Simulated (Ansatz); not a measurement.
## AlRu under changes of volume

One of the cells (13.387 Å³/atom); the others are scaled copies at fixed shape and fractional positions:

```
Ru Al
1.0
     2.99160    0.00000    0.00000
     0.00000    2.99160    0.00000
     0.00000    0.00000    2.99160
Ru Al
1 1
Direct
  0.50000 0.50000 0.50000
  0.00000 0.00000 0.00000
```

- Program: Ansatz 0.2.0
- Functional: LDA
- Potentials or basis: all-electron LAPW, scalar-relativistic
- Cutoff: 241 eV (chosen from the basis error)
- Basis error allowed: 0.001 eV/atom
- k mesh: 9 × 9 × 9
- Occupations: fermi-dirac, width 0.05 eV
- Spin: no spin polarisation

```csv
volume (Å³/atom),energy over the lowest point (meV/atom),pressure (GPa)
12.584,?,?
12.851,0.00,0.6
13.119,3.08,-4.1
13.387,13.48,-8.2
13.655,30.40,-11.9
13.922,53.16,-15.2
14.190,81.13,-18.1
```

Question: What does the run at 12.584 Å³/atom give?

Answer: Energy over the lowest point 5.07 meV/atom; pressure 5.7 GPa.

Worked out: A Birch-Murnaghan fit of order 3 (a polynomial in V^(-2/3)) to the other rows has its minimum at 12.88 Å³/atom with B0 = V·E''(V) = 233 GPa and B' = 4.5. It gives 5.12 meV/atom at 12.584 Å³/atom, against the run's 5.07, and -dE/dV = 5.7 GPa, against 5.7.

Energies are extrapolated to zero smearing.
